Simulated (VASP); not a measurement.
Ca, 2 atoms in the cell. It takes space group P6_3/mmc (No. 194, hexagonal). Conventional cell: a = 3.952 Å, b = 3.952 Å, c = 6.453 Å, α = 90.00°, β = 90.00°, γ = 120.00°. Ca (site symmetry -6m2) has 12 Ca at 3.95 Å as nearest neighbours. The cell was built by a generator and needn't be a form met in nature.

| Quantity | Value |
| --- | --- |
| Program | VASP 6.6.1 |
| Task | relaxation of cell and atoms |
| Functional | revPBE |
| Potentials or basis | VASP PAW PBE potentials, release 64 (Ca_sv) |
| Cutoff | 600 eV |
| k mesh | 9 × 9 × 5 |
| Occupations | fermi-dirac, width 0.1 eV |
| Spin | no spin polarisation |
| Dipole correction | no |
| Further INCAR settings | ALGO = Fast; EDIFF = 1e-07; IBRION = 2; EDIFFG = -0.01; NSW = 80; ISIF = 3 |

Potentials or basis: VASP PAW PBE potentials, release 64 (Ca_sv).

Command:

```console
$ cat potpaw_PBE.64/Ca_sv/POTCAR > POTCAR
$ mpirun -np 1 vasp_std > vasp.out
```

Hardware: 1 thread of AMD EPYC 7R13 Processor (Zen 3), on a shared host.

How long does it take, and how much memory?

Wall time 2.9 min on 1 thread of AMD EPYC 7R13 Processor (Zen 3), on a shared host, peak memory 0.22 GiB. Counts: scf iterations 48, k points 36, ion steps 3.
